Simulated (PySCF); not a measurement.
One molecule, one basis, several functionals.

Compound: phenylacetylene, C₈H₆.
InChI=1S/C8H6/c1-2-8-6-4-3-5-7-8/h1,3-7H

PySCF, def2-SVPD basis, density fitting, gas phase, PBE0-D3(BJ)/def2-SVP geometry; singlet excitations by full TDDFT with frozen cores, triplets by Tamm–Dancoff TDDFT and ionisation energies by ΔSCF, from the lowest of the holes tried. One functional is left out:

```tsv
functional	exact exchange (%)	HOMO energy (eV)	LUMO energy (eV)	lowest singlet excitation (eV)	lowest triplet excitation (eV)	mean polarisability (au)	vertical ionisation energy (eV)
LDA	0	-6.15	-2.18	4.64	3.60	97.5	8.84
PBE	0	-5.95	-1.95	4.65	3.46	96.7	8.58
B3LYP	20	-6.68	-1.28	4.96	3.53	95.3	8.64
BHandHLYP	50	-7.67	-0.12	5.31	3.48	92.9	8.55
```

Task: Predict the row of PBE0 (25 % exact exchange) by straight lines through the other rows, and check it.

Result: 
| property | line | computed | computed − line | B3LYP (20 %), for comparison |
| --- | --- | --- | --- | --- |
| HOMO energy (eV) | -6.86 | -6.90 | -0.04 | -6.68 |
| LUMO energy (eV) | -1.09 | -1.11 | -0.02 | -1.28 |
| lowest singlet excitation (eV) | 4.99 | 5.06 | +0.07 | 4.96 |
| lowest triplet excitation (eV) | 3.51 | 3.49 | -0.02 | 3.53 |
| mean polarisability (au) | 95.0 | 94.2 | -0.8 | 95.3 |
| vertical ionisation energy (eV) | 8.63 | 8.67 | +0.04 | 8.64 |

Task: Which of these properties follows the share of exact exchange most closely, and which least?

Result: Most closely the lowest singlet excitation, least the lowest triplet excitation; the correlations over the tabulated rows are lowest singlet excitation 0.997, LUMO energy 0.995, HOMO energy -0.994, mean polarisability -0.986, vertical ionisation energy -0.581, lowest triplet excitation -0.367. The lowest singlet excitation moves by +0.134 eV for every 10 %. Functionals with the same share still differ in their other parts: at 0 % LDA and PBE differ by 0.01 eV in it.
